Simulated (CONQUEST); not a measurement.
# In under changes of volume

One of the cells (26.540 Å³/atom); the others are scaled copies at fixed shape and fractional positions:

```
CELL_PARAMETERS angstrom
3.33548 0.00000 0.00000
0.00000 5.50914 0.00000
0.00000 0.00000 5.77723
ATOMIC_POSITIONS crystal
In 0.00000 0.75000 0.33333
In 0.50000 0.75000 0.83333
In 0.00000 0.25000 0.66667
In 0.50000 0.25000 0.16667
```

This isn't the form of In at room conditions, which is tetragonal.

* Program: CONQUEST 1.3
* Functional: PBE
* Potentials or basis: PseudoDojo NC PBE, DZP, grid of 32 × 60 × 60 points
* k mesh: 8 × 5 × 5
* Occupations: fermi-dirac, width 0.05 eV
* Spin: no spin polarisation

| volume (Å³/atom) | energy over the lowest point (meV/atom) | pressure (GPa) | largest force (eV/Å) |
| --- | --- | --- | --- |
| 24.948 | 47.13 | 5.3 | 0.024 |
| 25.478 | ? | ? | ? |
| 26.009 | 19.54 | 3.2 | 0.017 |
| 26.540 | 10.69 | 2.3 | 0.012 |
| 27.071 | 4.74 | 1.4 | 0.011 |
| 27.602 | 1.30 | 0.7 | 0.012 |
| 28.133 | 0.00 | 0.1 | 0.010 |

Question: What does the run at 25.478 Å³/atom give?

Answer: Energy over the lowest point 31.53 meV/atom; pressure 4.2 GPa; largest force 0.019 eV/Å.

Worked out: A Birch-Murnaghan fit of order 3 (a polynomial in V^(-2/3)) to the other rows has its minimum at 28.20 Å³/atom, just outside them, with B0 = V·E''(V) = 31 GPa and B' = 5.6 at fixed shape and positions, which overstates the stiffness. It gives 31.53 meV/atom at 25.478 Å³/atom, against the run's 31.53, and -dE/dV = 4.1 GPa, against 4.2.

Energies are extrapolated to zero smearing.

Caveats: the basis of atomic orbitals isn't converged, which shifts pressures, moduli and gaps.
